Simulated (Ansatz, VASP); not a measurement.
# Cross-check of YB6 between VASP and Ansatz, part 2 of 2

One calculation is typed for both programs; each brings its own data sets. How far apart do they land? Of the first pair: The cell is taken from a series of runs on this material, whose earlier steps may have relaxed, scaled, displaced or heated it; both programs get it as it stands.

VASP 6.6.1 and Ansatz 0.2.0.

So far: The structure; Ansatz: relaxation of cell and atoms, PBEsol.

**3. VASP: relaxation of cell and atoms, PBEsol**

Level of this step: PBEsol; plane waves and PAW (Y_sv, B) (VASP).

The same cell, functional, mesh and smearing now go to VASP, with its own data sets.

Lines of VASP's logs that name or quote its potential files are left out, and so is its time.

INCAR reads:

```
SYSTEM = YB6
PREC = Accurate
ENCUT = 500
EDIFF = 1E-07
NELM = 120
ISMEAR = 1
SIGMA = 0.25
LREAL = .FALSE.
ALGO = Normal
GGA = PS
NBANDS = 21
LASPH = .TRUE.
LORBIT = 11
LWAVE = .FALSE.
LCHARG = .FALSE.
ISIF = 3
IBRION = 2
NSW = 80
EDIFFG = -0.005
GGA_COMPAT = .FALSE.
NELMIN = 4
KPAR = 2
```

POSCAR reads:

```
YB6
1.0
    4.0700000000      0.0000000000      0.0000000000
    0.0000000000      4.0700000000      0.0000000000
    0.0000000000      0.0000000000      4.0700000000
Y B
1 6
Direct
    0.0000000000      0.0000000000      0.0000000000
    0.5000000000      0.5000000000      0.2070000000
    0.5000000000      0.5000000000      0.7930000000
    0.2070000000      0.5000000000      0.5000000000
    0.7930000000      0.5000000000      0.5000000000
    0.5000000000      0.2070000000      0.5000000000
    0.5000000000      0.7930000000      0.5000000000
```

KPOINTS reads:

```
Automatic mesh
0
Gamma
12 12 12
0 0 0
```

Potentials, in the order of the species: Y_sv and B (PBE family, release 64).

Command:

```bash
$ mpirun -np 2 vasp_std
```

Numbers of over 12 decimals in the logs are rounded to 6 here.

Output:

```text
[banner, memory and clock lines left out]
running    2 mpi-ranks, on    1 nodes
 distrk:  each k-point on    1 cores,    2 groups
 distr:  one band on    1 cores,    1 groups

 POSCAR found type information on POSCAR Y B
 POSCAR found :  2 types and       7 ions
|                                                                             |
|               ----> ADVICE to this user running VASP <----                  |
|                                                                             |
|     You enforced a specific xc type in the INCAR file but a different       |
|     [... a line on the potential file left out ...]
|     I HOPE YOU KNOW WHAT YOU ARE DOING!                                     |
|                                                                             |

 LDA part: xc-table for (Slater+PW92), standard interpolation
 POSCAR, INCAR and KPOINTS ok, starting setup
 FFT: planning ... GRIDC
 FFT: planning ... GRID_SOFT
 FFT: planning ... GRID
 WAVECAR not read
 entering main loop
       N       E                     dE             d eps       ncg     rms          rms(c)
DAV:   1     0.904789433933E+02    0.90479E+02   -0.13832E+04  3528   0.125E+03
DAV:   2    -0.556691428656E+02   -0.14615E+03   -0.14136E+03  4686   0.264E+02
DAV:   3    -0.608360716966E+02   -0.51669E+01   -0.51288E+01  5483   0.431E+01
DAV:   4    -0.609208887904E+02   -0.84817E-01   -0.84615E-01  4864   0.478E+00
DAV:   5    -0.609227230474E+02   -0.18343E-02   -0.18339E-02  4919   0.598E-01    0.155E+01
DAV:   6    -0.524429374816E+02    0.84798E+01   -0.14044E+01  4648   0.211E+01    0.130E+01
DAV:   7    -0.516263789615E+02    0.81656E+00   -0.79026E+00  4902   0.127E+01    0.124E+01
DAV:   8    -0.517364455195E+02   -0.11007E+00   -0.19600E+00  4432   0.725E+00    0.266E+00
DAV:   9    -0.515969186109E+02    0.13953E+00   -0.67660E-01  4215   0.400E+00    0.386E-01
DAV:  10    -0.515936128192E+02    0.33058E-02   -0.36443E-02  4534   0.107E+00    0.829E-01
DAV:  11    -0.515931848328E+02    0.42799E-03   -0.35111E-03  4732   0.333E-01    0.953E-02
DAV:  12    -0.515930877978E+02    0.97035E-04   -0.81127E-04  4623   0.153E-01    0.295E-02
DAV:  13    -0.515930719893E+02    0.15809E-04   -0.88054E-05  4641   0.568E-02    0.316E-02
DAV:  14    -0.515930696815E+02    0.23077E-05   -0.12354E-05  4723   0.190E-02    0.552E-03
DAV:  15    -0.515930696952E+02   -0.13627E-07   -0.63388E-07  4460   0.482E-03
   1 F= -.51593070E+02 E0= -.51592626E+02  d E =-.515931E+02
[... from here on, the cycles between the ionic steps are left out ...]
   2 F= -.49961099E+02 E0= -.49960734E+02  d E =0.163197E+01
   3 F= -.51852556E+02 E0= -.51852064E+02  d E =-.259486E+00
   4 F= -.51853035E+02 E0= -.51852544E+02  d E =-.259965E+00
   5 F= -.51852958E+02 E0= -.51852467E+02  d E =-.259888E+00
   6 F= -.51853514E+02 E0= -.51853034E+02  d E =-.555609E-03
   7 F= -.51853559E+02 E0= -.51853078E+02  d E =-.601507E-03
   8 F= -.51853435E+02 E0= -.51852952E+02  d E =0.124912E-03
 trial-energy change:    0.000125  1 .order    0.000124   -0.000263    0.000511
 step:   0.2756(harm=  0.2772)  dis= 0.00043  next Energy=   -51.853604 (dE=-0.445E-04)
 bond charge predicted
       N       E                     dE             d eps       ncg     rms          rms(c)
DAV:   1    -0.518536481740E+02   -0.21366E-03   -0.67524E-03  3718   0.468E-01    0.386E-02
DAV:   2    -0.518536137926E+02    0.34381E-04   -0.22181E-04  4308   0.962E-02    0.213E-02
DAV:   3    -0.518536028051E+02    0.10987E-04   -0.44329E-05  4710   0.380E-02    0.120E-02
DAV:   4    -0.518536031437E+02   -0.33858E-06   -0.50516E-06  4434   0.128E-02    0.659E-03
DAV:   5    -0.518536035895E+02   -0.44576E-06   -0.86521E-07  5749   0.402E-03    0.159E-03
DAV:   6    -0.518536037103E+02   -0.12086E-06   -0.61298E-08  2668   0.171E-03    0.637E-04
DAV:   7    -0.518536038388E+02   -0.12845E-06   -0.14394E-08  2344   0.868E-04    0.459E-04
DAV:   8    -0.518536038224E+02    0.16350E-07   -0.31901E-09  1979   0.319E-04
   9 F= -.51853604E+02 E0= -.51853121E+02  d E =-.443738E-04
 curvature:  -0.14 expect dE=-0.171E-07 dE for cont linesearch -0.398E-09
 trial: gam=-0.00134 g(F)=  0.230E-08 g(S)=  0.121E-06 ort = 0.963E-06 (trialstep = 0.707E+00)
 search vector abs. value=  0.121E-06
 reached required accuracy - stopping structural energy minimisation
```

OUTCAR, selected parts (step 3):

```text
ion  position               nearest neighbor table
   1  0.000  0.000  0.000-   2 3.00   3 3.00   4 3.00   5 3.00   6 3.00   7 3.00   4 3.00   5 3.00
                             6 3.00   7 3.00   2 3.00   3 3.00   4 3.00   5 3.00   4 3.00   5 3.00
   2  0.500  0.500  0.207-   3 1.68   4 1.69   5 1.69   6 1.69   7 1.69   1 3.00   1 3.00   1 3.00
                             1 3.00
   3  0.500  0.500  0.793-   2 1.68   4 1.69   5 1.69   6 1.69   7 1.69   1 3.00   1 3.00   1 3.00
                             1 3.00
   4  0.207  0.500  0.500-   5 1.68   3 1.69   2 1.69   6 1.69   7 1.69   1 3.00   1 3.00   1 3.00
                             1 3.00
   5  0.793  0.500  0.500-   4 1.68   3 1.69   2 1.69   6 1.69   7 1.69   1 3.00   1 3.00   1 3.00
                             1 3.00
   6  0.500  0.207  0.500-   7 1.68   3 1.69   4 1.69   5 1.69   2 1.69   1 3.00   1 3.00   1 3.00
                             1 3.00
   7  0.500  0.793  0.500-   6 1.68   3 1.69   4 1.69   5 1.69   2 1.69   1 3.00   1 3.00   1 3.00
                             1 3.00

  LATTYP: Found a simple cubic cell.
 ALAT       =     4.0700000000

 Subroutine GETGRP returns: Found 48 space group operations
 (whereof 48 operations were pure point group operations)

The static configuration has the point symmetry O_h .

 Found     84 irreducible k-points:

   k-points           NKPTS =     84   k-points in BZ     NKDIM =     84   number of bands    NBANDS=     21

   dimension x,y,z NGX =    30 NGY =   30 NGZ =   30
   dimension x,y,z NGXF=    60 NGYF=   60 NGZF=   60

   ENCUT  =  500.0 eV  36.75 Ry    6.06 a.u.   7.42  7.42  7.42*2*pi/ulx,y,z

   NELECT =      29.0000    total number of electrons

 k-points in reciprocal lattice and weights: Automatic mesh
   0.00000000  0.00000000  0.00000000       0.001
   0.08333333  0.00000000  0.00000000       0.003
   0.16666667  0.00000000  0.00000000       0.003
   0.25000000  0.00000000  0.00000000       0.003
   0.33333333  0.00000000  0.00000000       0.003
   0.41666667  0.00000000  0.00000000       0.003
   0.50000000  0.00000000  0.00000000       0.002
   0.08333333  0.08333333  0.00000000       0.007
   0.16666667  0.08333333  0.00000000       0.014
[...]
0.50000000  0.50000000  0.41666667       0.003
   0.50000000  0.50000000  0.50000000       0.001

 average (electrostatic) potential at core
       1 -35.4524       2 -26.1753       3 -26.1753       4 -26.1753       5 -26.1753
       6 -26.1753       7 -26.1753

 E-fermi :   6.5819

 k-point     1 :       0.0000    0.0000    0.0000
  band No.  band energies     occupation
    ...
     10      -0.5508      2.00000
     11      -0.5508      2.00000
     12       4.5508      2.00000
     13       4.5508      2.00000
     14       4.5508      2.00000
     15       7.5548     -0.00000
     16       7.5548     -0.00000
     17       7.6350     -0.00000
     18       7.6350     -0.00000
     19       7.6350     -0.00000
    ...

 k-point     2 :       0.0833    0.0000    0.0000
  band No.  band energies     occupation
    ...
     11      -0.1124      2.00000
     12       4.3351      2.00000
     13       4.3351      2.00000
     14       4.5851      2.00000
     15       6.6474      0.57295
     16       7.6202     -0.00000
     17       7.9139     -0.00000
     18       7.9139     -0.00000
     19       8.5866     -0.00000
     20       9.4674     -0.00000
    ...

 k-point     3 :       0.1667    0.0000    0.0000
  band No.  band energies     occupation
    ...
     11       0.7125      2.00000
     12       3.8680      2.00000
     13       3.8680      2.00000
     14       4.6841      2.00000
     15       5.7802      2.00006
     16       7.8087     -0.00000
     17       8.3892     -0.00000
     18       8.3892     -0.00000
     19       9.2309     -0.00000
     20       9.3533     -0.00000
    ...

  Total        0.0024147      0.0024147      0.0024147      0.0000000      0.0000000     -0.0000000
  in kB        0.0570813      0.0570813      0.0570813      0.0000000      0.0000000     -0.0000000
  external PRESSURE =       0.0570813 kB  Pullay stress =       0.0000000 kB

  energy-cutoff  :      500.00
  volume of cell :       67.78
      direct lattice vectors                 reciprocal lattice vectors
     4.077177390 -0.000000000 -0.000000000     0.245267719  0.000000000 -0.000000000
    -0.000000000  4.077177390 -0.000000000     0.000000000  0.245267719 -0.000000000
     0.000000000  0.000000000  4.077177390     0.000000000  0.000000000  0.245267719

 POSITION                                       TOTAL-FORCE (eV/Angst)
 -----------------------------------------------------------------------------------
     -0.00000      4.07718     -0.00000        -0.000000     -0.000000     -0.000000
      2.03859      2.03859      0.81017        -0.000000      0.000000      0.000089
      2.03859      2.03859      3.26700        -0.000000     -0.000000     -0.000089
      0.81017      2.03859      2.03859         0.000089     -0.000000     -0.000000
      3.26700      2.03859      2.03859        -0.000089      0.000000      0.000000
      2.03859      0.81017      2.03859        -0.000000      0.000089     -0.000000
      2.03859      3.26700      2.03859        -0.000000     -0.000089      0.000000
 -----------------------------------------------------------------------------------
    total drift:                                0.000000      0.000000      0.000000

  FREE ENERGIE OF THE ION-ELECTRON SYSTEM (eV)
  ---------------------------------------------------
  free  energy   TOTEN  =       -51.8536038224 eV

  energy  without entropy=      -51.8521568440  energy(sigma->0) =      -51.85312150

 reached required accuracy - stopping structural energy minimisation

 total charge
# of ion       s       p       d       f       tot
--------------------------------------------------
    1        2.103   6.184   0.906   0.058   9.250
    2        0.703   1.408   0.000   0.000   2.110
    3        0.703   1.408   0.000   0.000   2.110
    4        0.703   1.408   0.000   0.000   2.110
    5        0.703   1.408   0.000   0.000   2.110
    6        0.703   1.408   0.000   0.000   2.110
    7        0.703   1.408   0.000   0.000   2.110
--------------------------------------------------
tot          6.319  14.630   0.906   0.058  21.912

[... 3 further parts left out ...]
```

**4. Differences**

Known differences besides the potentials themselves: the cutoff is 420 eV in Ansatz and 500 eV in VASP; Ansatz makes its cores anew for this functional, VASP keeps those of its PBE data sets; Ansatz adds a Pulay correction to the stress that steers its cell, VASP none. Total energies have different zeros and are not compared.

The two programs side by side:

| quantity | Ansatz | VASP | difference |
| --- | --- | --- | --- |
| volume (Å³) | 67.71 | 67.78 | -0.10 % |
| edge a after relaxation, in the typed setting (Å) | 4.076 | 4.077 | -0.03 % |

**5. Ansatz: elastic constants, PBEsol**

Elastic constants are differences of stresses under small strains, so they test the stress and the mesh.

The structure shown comes from an earlier Ansatz run, which isn't shown and may have moved the atoms alone.

input.yaml reads:

```yaml
crystal:
  lattice:
    - [4.0758766835, 0.0, 0.0]
    - [0.0, 4.0758766835, 0.0]
    - [0.0, 0.0, 4.0758766835]
  atoms:
    - { symbol: "Y", position: [0.0, 0.0, 0.0] }
    - { symbol: B, position: [0.5, 0.5, 0.1988777441] }
    - { symbol: B, position: [0.5, 0.5, 0.8011222559] }
    - { symbol: B, position: [0.1988777441, 0.5, 0.5] }
    - { symbol: B, position: [0.8011222559, 0.5, 0.5] }
    - { symbol: B, position: [0.5, 0.1988777441, 0.5] }
    - { symbol: B, position: [0.5, 0.8011222559, 0.5] }
kpoints:
  mp_grid: { grid: [6, 6, 6] }
hamiltonian:
  xc: pbesol
scf:
  occupations: { method: methfessel_paxton, width: 0.25 }
output:
  forces: true
  stress: true
  eigenvalues: true
elastic:
  mode: relaxed_ion
  stencil: two_point
  amplitude: 0.01
```

Command:

```bash
$ ansatz run input.yaml --threads 8 --pin off --max-ram 16384MiB --backend cpu --events-out ev --progress --plain --runs-dir out
```

Output:

```text
[...]
Crystal: 7 atoms, lattice volume = 67.712 Å³
Basis set: ecut = 420 eV, 1357 PW (Γ), exchange–correlation on 60×60×60 points (8 copies of the dense FFT grid, shifted against one another)
Bands: 22, of which v1, the nominal top of the filled ones, is band 15 counted from 1 (14 counted from 0)
Symmetry: 48 space group operations
[...]
k-points: 20 of 216
[...]
1.000e-2       4.5930       -4713.8706203       4   10558   1368   relax 5 steps, max|allowed force component| 2.79e-8 eV/Å
[...]
δ    σ_23 (GPa)             F (eV)   n_scf  n_hpsi   n_pw
    -1.000e-2      -0.2887       -4713.8798402       4   14602   1357   relax 5 steps, max|allowed force component| 2.05e-6 eV/Å
     1.000e-2       0.2887       -4713.8798402       5   14862   1357   relax 4 steps, max|allowed force component| 1.15e-6 eV/Å
[key lines of the parts left out:]
SCF converged after 5 iterations
Free energy (F): -4713.880449 eV
Fermi energy:    11.648595 eV
P = ⅓ Tr σ = -0.0203 GPa (-0.203 kbar)
```

**6. VASP: elastic constants, PBEsol**

The same cell, functional, mesh and smearing now go to VASP, with its own data sets.

INCAR reads:

```
SYSTEM = YB6
PREC = Accurate
ENCUT = 500
EDIFF = 1E-08
NELM = 120
ISMEAR = 1
SIGMA = 0.25
LREAL = .FALSE.
ALGO = Normal
GGA = PS
NBANDS = 21
LASPH = .TRUE.
LORBIT = 11
LWAVE = .FALSE.
LCHARG = .FALSE.
ISIF = 3
IBRION = 6
NFREE = 2
POTIM = 0.015
NSW = 1
GGA_COMPAT = .FALSE.
KPAR = 2
```

POSCAR reads:

```
YB6
1.0
    4.0758766835      0.0000000000      0.0000000000
    0.0000000000      4.0758766835      0.0000000000
    0.0000000000      0.0000000000      4.0758766835
Y B
1 6
Direct
    0.0000000000      0.0000000000      0.0000000000
    0.5000000000      0.5000000000      0.1988706608
    0.5000000000      0.5000000000      0.8011293392
    0.1988706608      0.5000000000      0.5000000000
    0.8011293392      0.5000000000      0.5000000000
    0.5000000000      0.1988706608      0.5000000000
    0.5000000000      0.8011293392      0.5000000000
```

KPOINTS reads:

```
Automatic mesh
0
Gamma
6 6 6
0 0 0
```

Command:

```bash
$ mpirun -np 2 vasp_std
```

Output:

```text
[banner, memory and clock lines left out]
running    2 mpi-ranks, on    1 nodes
[...]
[... a notice as in an earlier step ...]

 LDA part: xc-table for (Slater+PW92), standard interpolation
 POSCAR, INCAR and KPOINTS ok, starting setup
[...]
entering main loop
       N       E                     dE             d eps       ncg     rms          rms(c)
DAV:   1     0.830149320716E+02    0.83015E+02   -0.13775E+04   840   0.125E+03
DAV:   2    -0.556500558769E+02   -0.13866E+03   -0.13324E+03  1118   0.255E+02
DAV:   3    -0.602958730075E+02   -0.46458E+01   -0.46060E+01  1320   0.401E+01
DAV:   4    -0.603829247110E+02   -0.87052E-01   -0.86861E-01  1172   0.465E+00
[...]
DAV:  15    -0.518442421669E+02    0.29214E-06   -0.15227E-06  1304   0.628E-03    0.101E-02
DAV:  16    -0.518442421655E+02    0.13736E-08   -0.23366E-07  1133   0.269E-03    0.384E-03
DAV:  17    -0.518442421588E+02    0.66996E-08   -0.27784E-08  1048   0.952E-04
   1 F= -.51844242E+02 E0= -.51843175E+02  d E =-.320055E-02
[... from here on, the cycles between the ionic steps are left out ...]
   2 F= -.51823711E+02 E0= -.51822722E+02  d E =-.296857E-02
  11 F= -.51839610E+02 E0= -.51838645E+02  d E =-.289434E-02
  12 F= -.51839610E+02 E0= -.51838645E+02  d E =-.289433E-02
  13 F= -.51839610E+02 E0= -.51838645E+02  d E =-.289436E-02
  14 F= -.51844068E+02 E0= -.51843000E+02  d E =-.320576E-02
  15 F= -.51844068E+02 E0= -.51843000E+02  d E =-.320575E-02
  16 F= -.51842725E+02 E0= -.51841668E+02  d E =-.317153E-02
  17 F= -.51842725E+02 E0= -.51841668E+02  d E =-.317154E-02
  18 F= -.51839072E+02 E0= -.51838070E+02  d E =-.300569E-02
  19 F= -.51839995E+02 E0= -.51838881E+02  d E =-.333939E-02
 Finite differences progress:
  Degree of freedom:   9/  9
  Displacement:        2/  2
  Total:              18/ 18
```

From OUTCAR (step 6):

```text
[... 2 further parts left out ...]
[key lines of the parts left out:]
E-fermi :   6.5743
```

Levels, forces or a CONTCAR printed for this step are those of its last displaced cell, not of the structure at rest.

**7. Comparison**

What differs besides the data sets and the points named for the pairs above, as far as they apply: VASP takes each elastic constant from one size of strain, Ansatz from those that its log lists. Total energies have different zeros and are not compared.

Compared:

```
 quantity  Ansatz   VASP  difference
C11 (GPa)   470.0  470.3     -0.08 %
C22 (GPa)   470.0  470.3     -0.08 %
C33 (GPa)   470.0  470.3     -0.08 %
C12 (GPa)    30.8   30.9     -0.36 %
C13 (GPa)    30.8   30.9     -0.36 %
C23 (GPa)    30.8   30.9     -0.36 %
C44 (GPa)    28.9   28.2     +2.23 %
C55 (GPa)    28.9   28.2     +2.23 %
C66 (GPa)    28.9   28.2     +2.23 %
```

**8. What came out**

```yaml
difference_in_volume_relaxation_of_cell_and_atoms_pbesol: -0.10 %
difference_in_c44_elastic_constants_pbesol: 2.2 %
```

What this shows: The difference in C44 is 2.2 % (elastic constants, PBEsol), within the 5 % picked in this series as the mark of a large difference. How closely two codes agree says nothing of how well the functional describes the real material.

[Lines on the potential files, build, host, timing and source positions are cut from VASP's logs without a mark.]

[Logs are printed without paths, hosts, clocks, repeated set-up lines and the standing remarks that a program may print on its own settings, such as how far it seeks lower states.]

[Hosts, paths, dates, database ids (printed as entryN), source tags and the programs' standing remarks are cut or masked in the printed files.]
